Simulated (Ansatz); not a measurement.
The calculation used Ansatz 0.2.0, DFT PBE, scalar-relativistic, plane waves, PAW. Settings: cutoff 420 eV, Γ-centred meshes spaced at most about 0.3 Å⁻¹, and about 0.25 Å⁻¹ or finer for metals (2π included), Gaussian smearing. No spin polarisation in the final relaxations.

Temperature and zero-point effects are left out. All come from trial cells, and lower structures may exist.

**Question.** Order these relaxed structures of LiH by energy, lowest first, with the energy over the lowest of them.
1.

```
Li H
1.0
     2.83413    0.00000    0.00000
     0.00000    2.83413    0.00000
     0.00000    0.00000    5.13643
Li H
2 2
Direct
  0.00000 0.50000 0.50000
  0.50000 0.00000 0.00000
  0.50000 0.50000 0.25000
  0.50000 0.50000 0.75000
```

2.

```
Li H
1.0
     1.37865   -2.74661    0.00000
     1.37865    2.74661    0.00000
     0.00000    0.00000    2.63855
Li H
1 1
Cartesian
  1.3787 0.0000 1.3193
  0.0000 0.0000 0.0000
```

3.

```
Li H
1.0
     2.78011    0.00000    0.00000
    -1.39006    2.40765    0.00000
     0.00000    0.00000    4.88519
Li H
2 2
Direct
  0.00000 0.00000 0.00000
  0.00000 0.00000 0.50000
  0.66667 0.33333 0.25000
  0.33333 0.66667 0.75000
```

4.

```
Li H
1.0
     2.69062    0.00000    0.00000
     0.00000    2.69062    0.00000
     0.00000    0.00000    4.35998
Li H
1 1
Direct
  0.00000 0.00000 0.00000
  0.50000 0.50000 0.00000
```

**Answer.** 3 (0 meV/atom), 2 (107 meV/atom), 4 (123 meV/atom), 1 (150 meV/atom). Forms: 3 nickel arsenide type, P6_3/mmc; 2 Cmmm; 4 P4/mmm; 1 P4_2/mmc. Counting H atoms around Li (those within 1.25 times the shortest such distance or 1.15 times the sum of covalent radii): cell 3 has Li 6; cell 2 has Li 4; cell 4 has Li 4; cell 1 has Li 4.

Weakly bound directions are ill-defined at this level, which has no dispersion term (P4/mmm), and this can change margins and order among such cells. With hydrogen, zero-point motion can shift such differences by 10 meV/atom or more. Cells relaxed within their symmetry can be saddle points. The part of the Crystallography Open Database at hand lists LiH in space group No. 225, which no cell shown has. Some types were kept out of the candidates beforehand, so the set may lack a known form.
